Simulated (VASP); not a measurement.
# Al3Cu (Pm-3m) in VASP: single point with PBEsol+D3(BJ)

Aim: the single point of Al3Cu with PBEsol+D3(BJ).

Everything below comes from runs of VASP 6.6.1. Logs are shortened: lines on timing, memory, paths and dates and some standing lists are left out, and cuts for length are marked.

## Step 1: The crystal as given

Symmetry: Pm-3m, No. 221, cubic system. Conventional cell: a = 3.924 Å, b = 3.924 Å, c = 3.924 Å, α = 90.00°, β = 90.00°, γ = 90.00°. Al (site symmetry 4/mmm) is surrounded by 8 Al at 2.77 Å and 4 Cu at 2.77 Å. Cu (site symmetry m-3m) is surrounded by 12 Al at 2.77 Å.

The cell comes from a database or a generator and needn't be the stable form of this composition.

## Step 2: Single point, PBEsol+D3(BJ)

Contents of INCAR:

```
PREC = Accurate ; ENCUT = 520
EDIFF = 1E-7 ; ISMEAR = 1
SIGMA = 0.1 ; LREAL = F
LASPH = T ; NELM = 100
ALGO = Normal ; ISIF = 2
LWAVE = F ; LCHARG = F
GGA = PS ; IVDW = 12
NBANDS = 18
```

Contents of KPOINTS:

```
regular mesh
0
Gamma
  6 6 6
```

Contents of POSCAR:

```
Al3Cu
1.0
    3.9241500000      0.0000000000      0.0000000000
    0.0000000000      3.9241500000      0.0000000000
    0.0000000000      0.0000000000      3.9241500000
Al Cu
3 1
Direct
    0.0000000000      0.5000000000      0.5000000000
    0.5000000000      0.0000000000      0.5000000000
    0.5000000000      0.5000000000      0.0000000000
    0.0000000000      0.0000000000      0.0000000000
```

Potentials or basis: VASP PAW PBE potentials, release 64 (Al, Cu).

On the command line:

```
> cat potpaw_PBE.64/Al/POTCAR potpaw_PBE.64/Cu/POTCAR > POTCAR
> mpirun -np 1 vasp_std > vasp.out
```

OUTCAR:

```text
PREC = Accurate
   ENCUT = 520
   EDIFF = 1E-7
   ISMEAR = 1
   LREAL = F
   LASPH = T
   NELM = 100
   ISIF = 2
   GGA = PS
   IVDW = 12
 IVDW          = 12

 ion  position               nearest neighbor table
   1  0.000  0.500  0.500-   2 2.77   3 2.77   4 2.77   3 2.77   4 2.77   2 2.77   4 2.77   4 2.77
                             2 2.77   3 2.77   3 2.77   2 2.77
   2  0.500  0.000  0.500-   1 2.77   3 2.77   4 2.77   3 2.77   4 2.77   1 2.77   3 2.77   3 2.77
                             1 2.77   4 2.77   4 2.77   1 2.77
   3  0.500  0.500  0.000-   1 2.77   2 2.77   4 2.77   1 2.77   2 2.77   2 2.77   4 2.77   2 2.77
                             1 2.77   4 2.77   1 2.77   4 2.77
   4  0.000  0.000  0.000-   1 2.77   2 2.77   3 2.77   1 2.77   2 2.77   1 2.77   3 2.77   1 2.77
                             2 2.77   3 2.77   2 2.77   3 2.77

  LATTYP: Found a simple cubic cell.
 ALAT       =     3.9241500000

  Lattice vectors:

 A1 = (   3.9241500000,   0.0000000000,   0.0000000000)
 A2 = (   0.0000000000,   3.9241500000,   0.0000000000)
 A3 = (   0.0000000000,   0.0000000000,   3.9241500000)

Analysis of symmetry for initial positions (statically):
=====================================================================
 Subroutine PRICEL returns:
 Original cell was already a primitive cell.

 Routine SETGRP: Setting up the symmetry group for a
 simple cubic supercell.

 Subroutine GETGRP returns: Found 48 space group operations
 (whereof 48 operations were pure point group operations)
 out of a pool of 48 trial point group operations.

The static configuration has the point symmetry O_h .

Analysis of symmetry for dynamics (positions and initial velocities):
=====================================================================
 Subroutine PRICEL returns:
 Original cell was already a primitive cell.

 Routine SETGRP: Setting up the symmetry group for a
 simple cubic supercell.

 Subroutine GETGRP returns: Found 48 space group operations
 (whereof 48 operations were pure point group operations)
 out of a pool of 48 trial point group operations.

The dynamic configuration has the point symmetry O_h .

 Subroutine INISYM returns: Found 48 space group operations
 (whereof 48 operations are pure point group operations),
 and found     1 'primitive' translations

----------------------------------------------------------------------------------------

                                     Primitive cell

  volume of cell :      60.4278

  direct lattice vectors                    reciprocal lattice vectors
     3.924150000  0.000000000  0.000000000     0.254832257  0.000000000  0.000000000
     0.000000000  3.924150000  0.000000000     0.000000000  0.254832257  0.000000000
     0.000000000  0.000000000  3.924150000     0.000000000  0.000000000  0.254832257

  length of vectors
     3.924150000  3.924150000  3.924150000     0.254832257  0.254832257  0.254832257

  position of ions in fractional coordinates (direct lattice)
     0.000000000  0.500000000  0.500000000
     0.500000000  0.000000000  0.500000000
     0.500000000  0.500000000  0.000000000
     0.000000000  0.000000000  0.000000000

  ion indices of the primitive-cell ions
   primitive index   ion index
                 1           1
                 2           2
                 3           3
                 4           4

----------------------------------------------------------------------------------------

 KPOINTS: regular mesh

Automatic generation of k-mesh.
 Grid dimensions read from file:
 generate k-points for:    6    6    6

 Generating k-lattice:

  Cartesian coordinates                     Fractional coordinates (reciprocal lattice)
     0.042472043  0.000000000  0.000000000     0.166666667  0.000000000  0.000000000
     0.000000000  0.042472043  0.000000000     0.000000000  0.166666667  0.000000000
     0.000000000  0.000000000  0.042472043     0.000000000  0.000000000  0.166666667

  Length of vectors
     0.042472043  0.042472043  0.042472043

  Shift w.r.t. Gamma in fractional coordinates (k-lattice)
     0.000000000  0.000000000  0.000000000

 Subroutine IBZKPT returns following result:
 ===========================================

 Found     20 irreducible k-points:

 Following reciprocal coordinates:
            Coordinates               Weight
  0.000000  0.000000  0.000000      1.000000
  0.166667  0.000000  0.000000      6.000000
  0.333333  0.000000  0.000000      6.000000
  0.500000  0.000000  0.000000      3.000000
  0.166667  0.166667  0.000000     12.000000
  0.333333  0.166667  0.000000     24.000000
[... 12 lines left out ...]
  0.500000  0.500000  0.333333      6.000000
  0.500000  0.500000  0.500000      1.000000
   k-points           NKPTS =     20   k-points in BZ     NKDIM =     20   number of bands    NBANDS=     18
   number of dos      NEDOS =    301   number of ions     NIONS =      4
   total plane-waves  NPLWV =  27000
   dimension x,y,z NGX =    30 NGY =   30 NGZ =   30
   dimension x,y,z NGXF=    60 NGYF=   60 NGZF=   60
   ions per type =               3   1
   NGX,Y,Z   is equivalent  to a cutoff of  12.71, 12.71, 12.71 a.u.
   NGXF,Y,Z  is equivalent  to a cutoff of  25.42, 25.42, 25.42 a.u.
 SYSTEM =  unknown system
   PREC   = accura    normal or accurate (medium, high low for compatibility)
   ISTART =      0    job   : 0-new  1-cont  2-samecut
   ICHARG =      2    charge: 1-file 2-atom 10-const
   ISPIN  =      1    spin polarized calculation?
   LNONCOLLINEAR =      F non collinear calculations
   LSORBIT =      F    spin-orbit coupling
   LASPH  =      T    aspherical Exc in radial PAW
   ENCUT  =  520.0 eV  38.22 Ry    6.18 a.u.   7.30  7.30  7.30*2*pi/ulx,y,z
   NELM   =    100;   NELMIN=  2; NELMDL= -5     # of ELM steps
   EDIFF  = 0.1E-06   stopping-criterion for ELM
   LREAL  =      F    real-space projection
   EDIFFG = 0.1E-05   stopping-criterion for IOM
   NSW    =      0    number of steps for IOM
   IBRION =     -1    ionic relax: 0-MD 1-quasi-New 2-CG
   NFREE  =      0    steps in history (QN), initial steepest desc. (CG)
   ISIF   =      2    stress and relaxation
   ISYM   =      2    0-nonsym 1-usesym 2-fastsym
   POTIM  = 0.5000    time-step for ionic-motion
   TEBEG  =    0.0;   TEEND  =   0.0 temperature during run
   PSTRESS=    0.0 pullay stress
   NELECT =      20.0000    total number of electrons
   NUPDOWN=      -1.0000    fix difference up-down
   EMIN   =  10.00;   EMAX   =-10.00  energy-range for DOS
   EFERMI =   0.00;   METHOD = LEGACY
   ISMEAR =     1;   SIGMA  =   0.10  broadening in eV -4-tet -1-fermi 0-gaus
   EFERMI_NEDOS =   21; number of points for ismear=-14 and -15
   IALGO  =     38    algorithm
   IMIX   =      4    mixing-type and parameters
     AMIX     =   0.40;   BMIX     =  1.00
     AMIX_MAG =   1.60;   BMIX_MAG =  1.00
  volume/ion in A,a.u.               =      15.11       101.95
  Fermi-wavevector in a.u.,A,eV,Ry     =   1.132416  2.139955 17.447641  1.282365
  Thomas-Fermi vector in A             =   2.269117
   LORBIT       =      0    0 simple, 1 ext, 2 COOP (PROOUT), +10 PAW based schemes
   GGA     = PS    functional components
   LHFCALC =     F    Hartree Fock is set to
   AEXX    =    0.0000 exact exchange contribution
   IVDW    =    12    specifies the selected vdW correction
   LEPSILON=     F    determine dielectric tensor
   LRPA    =     F    only Hartree local field effects (RPA)
 non-spin polarized calculation
 Methfessel and Paxton  Order N= 1 SIGMA  =   0.10
  energy-cutoff  :      520.00
  volume of cell :       60.43
 maximum number of plane-waves:      1647
 NGX is ok and might be reduce to    30
   NGX = 15   NGY = 15   NGZ = 15

 number of electron      20.0000021 magnetization

 Free energy of the ion-electron system (eV)
  ---------------------------------------------------
  ext. energy  EPLUGINS =         0.00000000
  ---------------------------------------------------
  free energy    TOTEN  =       -16.66709145 eV

  energy without entropy =      -16.66367897  energy(sigma->0) =      -16.66595396

 E-fermi :   8.1763     XC(G=0): -10.8311

 val. band max:        8.1499024254   @ k =   0.3333   0.1667   0.0000
 cond. band min:       8.3881098443   @ k =   0.3333   0.1667   0.1667
 fundamental gap:      0.2382074189
 Fermi energy:         8.1762821578

 k-point     1 :       0.0000    0.0000    0.0000
  band No.  band energies     occupation
      1      -2.9609      2.00000
      2       3.8911      2.00000
      3       3.8911      2.00000
      4       4.6035      2.00000
      5       4.6035      2.00000
      6       4.6035      2.00000
[... 10 lines left out ...]
     17      15.1104      0.00000
     18      15.1104      0.00000

 k-point     2 :       0.1667    0.0000    0.0000
  band No.  band energies     occupation
      1      -2.6934      2.00000
      2       3.1786      2.00000
      3       3.9482      2.00000
      4       4.4636      2.00000
      5       4.4636      2.00000
      6       4.6116      2.00000
[... 10 lines left out ...]
     17      15.2723      0.00000
     18      15.2725      0.00000

 k-point     3 :       0.3333    0.0000    0.0000
  band No.  band energies     occupation
      1      -1.9006      2.00000
      2       1.2278      2.00000
      3       4.0652      2.00000
      4       4.2817      2.00000
      5       4.2817      2.00000
      6       4.6278      2.00000
[... 10 lines left out ...]
     17      15.6929      0.00000
     18      16.0557      0.00000

 k-point     4 :       0.5000    0.0000    0.0000
  band No.  band energies     occupation
      1      -0.8177      2.00000
      2      -0.3135      2.00000
      3       4.1252      2.00000
      4       4.2135      2.00000
      5       4.2135      2.00000
      6       4.6359      2.00000
[... 291 lines left out ...]
      4       3.9024      2.00000
      5       4.0851      2.00000
      6       4.1133      2.00000
[... 10 lines left out ...]
     17      18.2543      0.00000
     18      18.6735      0.00000

 k-point    19 :       0.5000    0.5000    0.3333
  band No.  band energies     occupation
      1       1.9337      2.00000
      2       2.5002      2.00000
      3       2.5002      2.00000
      4       3.3390      2.00000
      5       4.2923      2.00000
      6       4.2923      2.00000
[... 10 lines left out ...]
     17      19.2673      0.00000
     18      20.0455      0.00000

 k-point    20 :       0.5000    0.5000    0.5000
  band No.  band energies     occupation
      1       2.8866      2.00000
      2       2.8866      2.00000
      3       2.8866      2.00000
      4       3.2375      2.00000
      5       4.2120      2.00000
      6       4.2120      2.00000
[... 10 lines left out ...]
     17      20.5379      0.00000
     18      20.5385      0.00000

------------------------ aborting loop because EDIFF is reached ----------------------------------------

 Edisp (eV)   -1.44442

 E8    (eV) :    -0.9648

  FORCE on cell =-STRESS in cart. coord.  units (eV):
  Direction    XX          YY          ZZ          XY          YZ          ZX
  --------------------------------------------------------------------------------------
  -------------------------------------------------------------------------------------
  Total      -2.35113    -2.35113    -2.35113     0.00000     0.00000     0.00000
  in kB     -62.33769   -62.33769   -62.33769     0.00000     0.00000     0.00000
  external pressure =      -62.34 kB  Pullay stress =        0.00 kB

 VOLUME and BASIS-vectors are now :
 -----------------------------------------------------------------------------
  energy-cutoff  :      520.00
  volume of cell :       60.43
      direct lattice vectors                 reciprocal lattice vectors
     3.924150000  0.000000000  0.000000000     0.254832257  0.000000000  0.000000000
     0.000000000  3.924150000  0.000000000     0.000000000  0.254832257  0.000000000
     0.000000000  0.000000000  3.924150000     0.000000000  0.000000000  0.254832257

 POSITION                                       TOTAL-FORCE (eV/Angst)
 -----------------------------------------------------------------------------------
      0.00000      1.96208      1.96208         0.000000      0.000000      0.000000
      1.96208      0.00000      1.96208         0.000000      0.000000      0.000000
      1.96208      1.96208      0.00000         0.000000      0.000000      0.000000
      0.00000      0.00000      0.00000         0.000000      0.000000      0.000000
 -----------------------------------------------------------------------------------
    total drift:                                0.000000     -0.000000      0.000000

  FREE ENERGIE OF THE ION-ELECTRON SYSTEM (eV)
  ---------------------------------------------------
  free  energy   TOTEN  =       -18.1115128573 eV

  energy  without entropy=      -18.1081003702  energy(sigma->0) =      -18.11037536
```

Wall time 16 s (1 thread of Intel Xeon Platinum 8488C (Sapphire Rapids), shared host); peak memory 0.18 GiB.

What came out:

```yaml
Free_energy: -18.1115 eV
Pressure: -6.2 GPa
Band_gap_on_the_k_mesh: none (metal or under the smearing width)
Dispersion_energy_per_atom: -0.361 eV
```

Caveat: the PAW data sets were made with another functional, which shifts forces and pressure a little; pairwise dispersion overbinds metals, which lowers pressure and volume.
